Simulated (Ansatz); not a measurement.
## Cr: one input, then a changed one

The cell comes from COD entry 1534885, which wasn't checked; take it as a given geometry. The listed cell was then made from it by scaling, straining or moving an atom.

First run: DFT, LDA, PAW with Ansatz's default frozen-core files, scalar-relativistic (Ansatz 0.2.0).

Command: `ansatz run input.yaml --threads 1 --pin off --max-ram 3072MiB --backend cpu --events-out ev --progress --plain --runs-dir out` The run took 21 s on 1 thread of Arm Neoverse V1, on a shared host.

```yaml
crystal:
  lattice:
    - [0.0, 1.7632549957, 1.7632549957]
    - [1.7632549957, 0.0, 1.7632549957]
    - [1.7632549957, 1.7632549957, 0.0]
  atoms:
    - { symbol: Cr, position: [0.0, 0.0, 0.0], spin: 3.0 }
magnetization:
  spin_polarized: true
kpoints:
  mp_grid: { grid: [16, 16, 16] }
scf:
  occupations: { method: fermi_dirac, width: 0.05 }
hamiltonian:
  xc: lda
  pseudopotentials: { kind: paw }
output:
  forces: true
  stress: true
  efg: { contact_densities: true }
relax:
  f_tol: 0.005
  max_steps: 80
  cell: {}
```

Result: converged; relaxed volume 11.134 Å³/atom; moment 0.00 μB; 50 SCF iterations in all.

The input is then changed:

```diff
@@ -11,5 +11,5 @@
   mp_grid: { grid: [16, 16, 16] }
 scf:
-  occupations: { method: fermi_dirac, width: 0.05 }
+  occupations: { method: tetrahedron_uncorrected }
 hamiltonian:
   xc: lda
@@ -19,4 +19,8 @@
   stress: true
   efg: { contact_densities: true }
+  write_density: true
+  write_potential: true
+  elf: true
+  volumetric_format: npy
 relax:
   f_tol: 0.005
```

(1) What does the second run give?

Answers

(1) It converged; energy at zero smearing +23.5 meV/atom from the first run; relaxed volume 11.144 Å³/atom; moment 0.00 μB; 47 SCF iterations in all.
